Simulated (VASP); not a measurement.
# Si (P6/mmm) in VASP: settings compared

The runs below take Si through band structure, with AM05, SCAN0, r2SCAN, SCAN.

Everything below comes from runs of VASP 6.6.1. Logs are shortened: lines on timing, memory, paths and dates and some standing lists are left out, and cuts for length are marked.

## (1) The structure

It takes space group P6/mmm (No. 191, hexagonal). Conventional cell: a = 2.621 Å, b = 2.621 Å, c = 2.466 Å, α = 90.00°, β = 90.00°, γ = 120.00°. Si (site symmetry 6/mmm) is surrounded by 8 Si at 2.47 to 2.62 Å.

This isn't the form of Si at room conditions, which is diamond.

## (2) Band structure, AM05

INCAR reads:

```
ALGO = Fast ; EDIFF = 1E-6
ENCUT = 520 ; GGA = AM
ISIF = 2 ; ISMEAR = -1
LASPH = True ; LCHARG = False
LREAL = False ; LWAVE = False
NELM = 60 ; PREC = Accurate
SIGMA = 0.05
```

KPOINTS reads:

```
k-points
0
Gamma
  12 12 11
```

POSCAR reads:

```
Si
1.0
    2.6205428149      0.0000000000      0.0000000000
   -1.3102714075      2.2694566494      0.0000000000
    0.0000000000      0.0000000000      2.4663543900
Si
1
Direct
    0.0000000000      0.0000000000      0.0000000000
```

KPOINTS_OPT reads:

```
path GMKGALHA,LM,KH
20
line-mode
reciprocal
 0.0000000000  0.0000000000  0.0000000000  G
 0.5000000000  0.0000000000  0.0000000000  M

 0.5000000000  0.0000000000  0.0000000000  M
 0.3333333333  0.3333333333  0.0000000000  K

 0.3333333333  0.3333333333  0.0000000000  K
 0.0000000000  0.0000000000  0.0000000000  G

 0.0000000000  0.0000000000  0.0000000000  G
 0.0000000000  0.0000000000  0.5000000000  A

 0.0000000000  0.0000000000  0.5000000000  A
 0.5000000000  0.0000000000  0.5000000000  L

 0.5000000000  0.0000000000  0.5000000000  L
 0.3333333333  0.3333333333  0.5000000000  H

 0.3333333333  0.3333333333  0.5000000000  H
 0.0000000000  0.0000000000  0.5000000000  A

 0.5000000000  0.0000000000  0.5000000000  L
 0.5000000000  0.0000000000  0.0000000000  M

 0.3333333333  0.3333333333  0.0000000000  K
 0.3333333333  0.3333333333  0.5000000000  H
```

Potentials or basis: VASP PAW PBE potentials, release 64 (Si).

Command:

```
> cat potpaw_PBE.64/Si/POTCAR > POTCAR
> mpirun -np 1 vasp_std > vasp.out
```

OUTCAR:

```text
EDIFF = 1E-6
   ENCUT = 520
   GGA = AM
   ISIF = 2
   ISMEAR = -1
   LASPH = True
   LREAL = False
   NELM = 60
   PREC = Accurate

 ion  position               nearest neighbor table
   1  0.000  0.000  0.000-

  LATTYP: Found a hexagonal cell.
 ALAT       =     2.6205428149
 C/A-ratio  =     0.9411616463

  Lattice vectors:

 A1 = (   2.6205428149,   0.0000000000,   0.0000000000)
 A2 = (  -1.3102714075,   2.2694566494,   0.0000000000)
 A3 = (   0.0000000000,   0.0000000000,   2.4663543900)

Analysis of symmetry for initial positions (statically):
=====================================================================
 Subroutine PRICEL returns:
 Original cell was already a primitive cell.

 Routine SETGRP: Setting up the symmetry group for a
 hexagonal supercell.

 Subroutine GETGRP returns: Found 24 space group operations
 (whereof 24 operations were pure point group operations)
 out of a pool of 24 trial point group operations.

The static configuration has the point symmetry D_6h.

Analysis of symmetry for dynamics (positions and initial velocities):
=====================================================================
 Subroutine PRICEL returns:
 Original cell was already a primitive cell.

 Routine SETGRP: Setting up the symmetry group for a
 hexagonal supercell.

 Subroutine GETGRP returns: Found 24 space group operations
 (whereof 24 operations were pure point group operations)
 out of a pool of 24 trial point group operations.

The dynamic configuration has the point symmetry D_6h.

 Subroutine INISYM returns: Found 24 space group operations
 (whereof 24 operations are pure point group operations),
 and found     1 'primitive' translations

----------------------------------------------------------------------------------------

                                     Primitive cell

  volume of cell :      14.6679

  direct lattice vectors                    reciprocal lattice vectors
     2.620542815  0.000000000  0.000000000     0.381600329  0.220317053  0.000000000
    -1.310271407  2.269456649  0.000000000     0.000000000  0.440634105  0.000000000
     0.000000000  0.000000000  2.466354390     0.000000000  0.000000000  0.405456736

  length of vectors
     2.620542815  2.620542815  2.466354390     0.440634105  0.440634105  0.405456736

  position of ions in fractional coordinates (direct lattice)
     0.000000000  0.000000000  0.000000000

  ion indices of the primitive-cell ions
   primitive index   ion index
                 1           1

----------------------------------------------------------------------------------------

 KPOINTS: k-points

Automatic generation of k-mesh.
 Grid dimensions read from file:
 generate k-points for:   12   12   11

 Generating k-lattice:

  Cartesian coordinates                     Fractional coordinates (reciprocal lattice)
     0.031800027  0.018359754  0.000000000     0.083333333  0.000000000  0.000000000
     0.000000000  0.036719509  0.000000000     0.000000000  0.083333333  0.000000000
     0.000000000  0.000000000  0.036859703     0.000000000  0.000000000  0.090909091

  Length of vectors
     0.036719509  0.036719509  0.036859703

  Shift w.r.t. Gamma in fractional coordinates (k-lattice)
     0.000000000  0.000000000  0.000000000

 Subroutine IBZKPT returns following result:
 ===========================================

 Found    114 irreducible k-points:

 Following reciprocal coordinates:
            Coordinates               Weight
  0.000000  0.000000  0.000000      1.000000
  0.083333  0.000000  0.000000      6.000000
  0.166667  0.000000  0.000000      6.000000
  0.250000  0.000000  0.000000      6.000000
  0.333333  0.000000  0.000000      6.000000
  0.416667  0.000000  0.000000      6.000000
[... 16 lines left out ...]
  0.250000  0.000000  0.090909     12.000000
  0.333333  0.000000  0.090909     12.000000
 [... further k-points ...]
   k-points           NKPTS =    114   k-points in BZ     NKDIM =    114   number of bands    NBANDS=      6
   number of dos      NEDOS =    301   number of ions     NIONS =      1
   total plane-waves  NPLWV =   7200
   dimension x,y,z NGX =    20 NGY =   20 NGZ =   18
   dimension x,y,z NGXF=    40 NGYF=   40 NGZF=   36
   ions per type =               1
   NGX,Y,Z   is equivalent  to a cutoff of  12.69, 12.69, 12.13 a.u.
   NGXF,Y,Z  is equivalent  to a cutoff of  25.38, 25.38, 24.27 a.u.
 SYSTEM =  unknown system
   PREC   = accura    normal or accurate (medium, high low for compatibility)
   ISTART =      0    job   : 0-new  1-cont  2-samecut
   ICHARG =      2    charge: 1-file 2-atom 10-const
   ISPIN  =      1    spin polarized calculation?
   LNONCOLLINEAR =      F non collinear calculations
   LSORBIT =      F    spin-orbit coupling
   LASPH  =      T    aspherical Exc in radial PAW
   ENCUT  =  520.0 eV  38.22 Ry    6.18 a.u.   4.87  4.87  4.59*2*pi/ulx,y,z
   NELM   =     60;   NELMIN=  2; NELMDL= -5     # of ELM steps
   EDIFF  = 0.1E-05   stopping-criterion for ELM
   LREAL  =      F    real-space projection
   EDIFFG = 0.1E-04   stopping-criterion for IOM
   NSW    =      0    number of steps for IOM
   IBRION =     -1    ionic relax: 0-MD 1-quasi-New 2-CG
   NFREE  =      0    steps in history (QN), initial steepest desc. (CG)
   ISIF   =      2    stress and relaxation
   ISYM   =      2    0-nonsym 1-usesym 2-fastsym
   POTIM  = 0.5000    time-step for ionic-motion
   TEBEG  =    0.0;   TEEND  =   0.0 temperature during run
   PSTRESS=    0.0 pullay stress
   NELECT =       4.0000    total number of electrons
   NUPDOWN=      -1.0000    fix difference up-down
   EMIN   =  10.00;   EMAX   =-10.00  energy-range for DOS
   EFERMI =   0.00;   METHOD = LEGACY
   ISMEAR =    -1;   SIGMA  =   0.05  broadening in eV -4-tet -1-fermi 0-gaus
   EFERMI_NEDOS =   21; number of points for ismear=-14 and -15
   IALGO  =     68    algorithm
   IMIX   =      4    mixing-type and parameters
     AMIX     =   0.40;   BMIX     =  1.00
     AMIX_MAG =   1.60;   BMIX_MAG =  1.00
  volume/ion in A,a.u.               =      14.67        98.98
  Fermi-wavevector in a.u.,A,eV,Ry     =   1.061627  2.006184 15.334472  1.127052
  Thomas-Fermi vector in A             =   2.197050
   LORBIT       =      0    0 simple, 1 ext, 2 COOP (PROOUT), +10 PAW based schemes
   GGA     = AM    functional components
   LHFCALC =     F    Hartree Fock is set to
   AEXX    =    0.0000 exact exchange contribution
   IVDW    =     0    specifies the selected vdW correction
   LEPSILON=     F    determine dielectric tensor
   LRPA    =     F    only Hartree local field effects (RPA)
 non-spin polarized calculation
 RMM-DIIS sequential band-by-band and
  energy-cutoff  :      520.00
  volume of cell :       14.67
 maximum number of plane-waves:       408
 NGX is ok and might be reduce to    20
   NGX =  9   NGY =  9   NGZ =  9

 number of electron       4.0000000 magnetization

 Free energy of the ion-electron system (eV)
  ---------------------------------------------------
  ext. energy  EPLUGINS =         0.00000000
  ---------------------------------------------------
  free energy    TOTEN  =        -5.44859801 eV

  energy without entropy =       -5.44544326  energy(sigma->0) =       -5.44702064

 E-fermi :   9.6323     XC(G=0): -11.1554

 val. band max:        9.6293314822   @ k =   0.3333   0.2500   0.4545
 cond. band min:       9.6607329035   @ k =   0.4167   0.1667   0.0000
 fundamental gap:      0.0314014213
 Fermi energy:         9.6323405378

 k-point     1 :       0.0000    0.0000    0.0000
  band No.  band energies     occupation
      1      -4.4850      2.00000
      2      17.1928      0.00000
      3      17.6522      0.00000
      4      20.0550      0.00000
      5      20.0550      0.00000
      6      21.9115      0.00000

 k-point     2 :       0.0833    0.0000    0.0000
  band No.  band energies     occupation
      1      -4.2899      2.00000
      2      16.3878      0.00000
      3      17.8160      0.00000
      4      18.9055      0.00000
      5      18.9096      0.00000
      6      21.9660      0.00000

 k-point     3 :       0.1667    0.0000    0.0000
  band No.  band energies     occupation
      1      -3.7058      2.00000
      2      13.7597      0.00000
      3      17.4748      0.00000
      4      17.9721      0.00000
      5      18.3063      0.00000
      6      22.1024      0.00000

 k-point     4 :       0.2500    0.0000    0.0000
  band No.  band energies     occupation
      1      -2.7370      2.00000
      2      10.6237      0.00000
      3      16.3184      0.00000
      4      17.2958      0.00000
      5      19.1174      0.00000
      6      22.7249      0.00000

 k-point     5 :       0.3333    0.0000    0.0000
  band No.  band energies     occupation
      1      -1.3908      2.00000
      2       7.6149      2.00000
      3      15.4852      0.00000
      4      16.7052      0.00000
      5      20.2325      0.00000
      6      23.8681      0.00000
[... 136 lines left out ...]
 k-point    21 :       0.0833    0.0000    0.0909
  band No.  band energies     occupation
      1      -4.0963      2.00000
      2      14.0744      0.00000
      3      17.9510      0.00000
      4      19.0656      0.00000
      5      20.7733      0.00000
      6      22.5874      0.00000

 k-point    22 :       0.1667    0.0000    0.0909
  band No.  band energies     occupation
      1      -3.5128      2.00000
      2      13.4413      0.00000
      3      15.6961      0.00000
      4      17.6340      0.00000
      5      19.8328      0.00000
      6      23.6010      0.00000

 k-point    23 :       0.2500    0.0000    0.0909
  band No.  band energies     occupation
      1      -2.5447      2.00000
      2      10.7376      0.00000
      3      15.6850      0.00000
      4      16.4796      0.00000
      5      19.1074      0.00000
      6      24.7265      0.00000

 k-point    24 :       0.3333    0.0000    0.0909
  band No.  band energies     occupation
      1      -1.1998      2.00000
      2       7.7799      2.00000
      3      15.6477      0.00000
      4      16.0213      0.00000
      5      19.0705      0.00000
      6      25.8508      0.00000

 [... further k-points ...]
[... 5 lines left out ...]
  --------------------------------------------------------------------------------------
  -------------------------------------------------------------------------------------
  Total       -0.2217315     -0.2217315      0.2075961      0.0000000      0.0000000      0.0000000
  in kB      -24.2197274    -24.2197274     22.6757263      0.0000000      0.0000000      0.0000000
  external PRESSURE =      -8.5879095 kB  Pullay stress =       0.0000000 kB

 VOLUME and BASIS-vectors are now :
 -----------------------------------------------------------------------------
  energy-cutoff  :      520.00
  volume of cell :       14.67
      direct lattice vectors                 reciprocal lattice vectors
     2.620542815  0.000000000  0.000000000     0.381600329  0.220317053  0.000000000
    -1.310271407  2.269456649  0.000000000     0.000000000  0.440634105  0.000000000
     0.000000000  0.000000000  2.466354390     0.000000000  0.000000000  0.405456736

 POSITION                                       TOTAL-FORCE (eV/Angst)
 -----------------------------------------------------------------------------------
      0.00000      0.00000      0.00000         0.000000      0.000000      0.000000
 -----------------------------------------------------------------------------------
    total drift:                                0.000000      0.000000      0.000000

  FREE ENERGIE OF THE ION-ELECTRON SYSTEM (eV)
  ---------------------------------------------------
  free  energy   TOTEN  =        -5.4485980090 eV

  energy  without entropy=       -5.4454432623  energy(sigma->0) =       -5.44702064
```

Run time: 12 s. Hardware: 1 thread of Intel Xeon Platinum 8488C (Sapphire Rapids), shared host; peak memory 0.13 GiB.

What came out:

- Free energy: -5.4486 eV
- Pressure: -0.9 GPa
- Band gap along the path: none (metal or under the smearing width)

Stress tensor (GPa, compression positive):
```
-2.42  0.00  0.00
 0.00 -2.42  0.00
 0.00  0.00  2.27
```

Levels at the corners of the path, in eV from the Fermi level:
| point | band 1 | band 2 | band 3 | band 4 | band 5 | band 6 |
| --- | --- | --- | --- | --- | --- | --- |
| Γ | -14.12 | 7.56 | 8.02 | 10.42 | 10.42 | 12.28 |
| M | -7.57 | -6.84 | 5.18 | 6.53 | 12.94 | 15.15 |
| M | -7.57 | -6.84 | 5.18 | 6.53 | 12.94 | 15.15 |
| K | -5.62 | -4.61 | -4.61 | 13.96 | 15.58 | 17.31 |
| K | -5.62 | -4.61 | -4.61 | 13.96 | 15.58 | 17.31 |
| Γ | -14.12 | 7.56 | 8.02 | 10.42 | 10.42 | 12.28 |
| Γ | -14.12 | 7.56 | 8.02 | 10.42 | 10.42 | 12.28 |
| A | -9.18 | -7.25 | 14.06 | 14.06 | 15.07 | 15.07 |
| A | -9.18 | -7.25 | 14.06 | 14.06 | 15.07 | 15.07 |
| L | -2.91 | -2.08 | -1.81 | 1.35 | 8.88 | 12.48 |
| L | -2.91 | -2.08 | -1.81 | 1.35 | 8.88 | 12.41 |
| H | -0.97 | -0.76 | -0.76 | 1.17 | 3.70 | 3.70 |
| H | -0.97 | -0.76 | -0.76 | 1.17 | 3.70 | 3.70 |
| A | -9.18 | -7.25 | 14.06 | 14.06 | 15.07 | 15.07 |
| L | -2.91 | -2.08 | -1.81 | 1.35 | 8.88 | 12.42 |
| M | -7.57 | -6.84 | 5.18 | 6.53 | 12.94 | 15.15 |
| K | -5.62 | -4.61 | -4.61 | 13.96 | 15.58 | 17.31 |
| H | -0.97 | -0.76 | -0.76 | 1.17 | 3.70 | 3.70 |

Caveat: the PAW data sets were made with another functional, which shifts forces and pressure a little.

(Part 1 of 2 ends here.)
